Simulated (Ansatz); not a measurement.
# Na2S under compression and expansion

```yaml
crystal:
  lattice:
    - [0.00000, 3.26300, 3.26300]
    - [3.26300, 0.00000, 3.26300]
    - [3.26300, 3.26300, 0.00000]
  atoms:
    - { symbol: Na, position: [0.25000, 0.25000, 0.25000] }
    - { symbol: Na, position: [0.75000, 0.75000, 0.75000] }
    - { symbol: S, position: [0.00000, 0.00000, 0.00000] }
```

The cell is COD entry 1011374, as deposited and not checked against the literature; nothing was relaxed.

Methods: DFT, PBEsol, all-electron LAPW, scalar-relativistic (Ansatz 0.2.0); DFT, PBEsol, PAW with Ansatz's default frozen-core files, scalar-relativistic (Ansatz 0.2.0).

For LAPW: a Γ-centred 8×8×8 k mesh, Fermi–Dirac smearing of 0.02 eV, basis error target 1 meV/atom, no spin polarisation. PAW takes a cutoff of 420 eV at this cell (files made with PBE, cores remade for this functional). The Ansatz runs share mesh, smearing and spin set-up. Plane-wave (PAW) pressures include the program's estimate of the Pulay term.

The cell above is scaled evenly, with fractional coordinates and shape held.

```json
{"V/V(cell)": "0.9400", "V (Å³/atom)": "21.771", "P, LAPW (GPa)": "1.67", "P, PAW (GPa)": "1.67", "gap on the k mesh, LAPW (eV)": "2.60", "free energy over the lowest listed, PAW (meV/atom)": "5.6"}
{"V/V(cell)": "0.9600", "V (Å³/atom)": "22.235", "P, LAPW (GPa)": "0.93", "P, PAW (GPa)": "0.93", "gap on the k mesh, LAPW (eV)": "2.52", "free energy over the lowest listed, PAW (meV/atom)": "1.9"}
{"V/V(cell)": "0.9800", "V (Å³/atom)": "22.698", "P, LAPW (GPa)": "0.27", "P, PAW (GPa)": "0.27", "gap on the k mesh, LAPW (eV)": "2.46", "free energy over the lowest listed, PAW (meV/atom)": "0.2"}
{"V/V(cell)": "0.9900", "V (Å³/atom)": "22.930", "P, LAPW (GPa)": "-0.03", "P, PAW (GPa)": "-0.03", "gap on the k mesh, LAPW (eV)": "2.42", "free energy over the lowest listed, PAW (meV/atom)": "0.0"}
{"V/V(cell)": "1.0000", "V (Å³/atom)": "23.161", "P, LAPW (GPa)": "-0.32", "P, PAW (GPa)": "-0.32", "gap on the k mesh, LAPW (eV)": "2.39", "free energy over the lowest listed, PAW (meV/atom)": "0.3"}
{"V/V(cell)": "1.0100", "V (Å³/atom)": "23.393", "P, LAPW (GPa)": "-0.59", "P, PAW (GPa)": "-0.59", "gap on the k mesh, LAPW (eV)": "2.36", "free energy over the lowest listed, PAW (meV/atom)": "0.9"}
{"V/V(cell)": "1.0200", "V (Å³/atom)": "23.624", "P, LAPW (GPa)": "-0.85", "P, PAW (GPa)": "-0.85", "gap on the k mesh, LAPW (eV)": "2.33", "free energy over the lowest listed, PAW (meV/atom)": "2.0"}
{"V/V(cell)": "1.0400", "V (Å³/atom)": "24.088", "P, LAPW (GPa)": "-1.33", "P, PAW (GPa)": "-1.33", "gap on the k mesh, LAPW (eV)": "2.27", "free energy over the lowest listed, PAW (meV/atom)": "5.1"}
{"V/V(cell)": "1.0600", "V (Å³/atom)": "24.551", "P, LAPW (GPa)": "-1.76", "P, PAW (GPa)": "-1.76", "gap on the k mesh, LAPW (eV)": "2.21", "free energy over the lowest listed, PAW (meV/atom)": "9.6"}
```

(1) What do Birch–Murnaghan fits to the pressures give?

Results:

(1) LAPW: V0 = 22.91 Å³/atom, B0 = 29 GPa, B0′ = 4.3; PAW: V0 = 22.90 Å³/atom, B0 = 29 GPa, B0′ = 4.3.
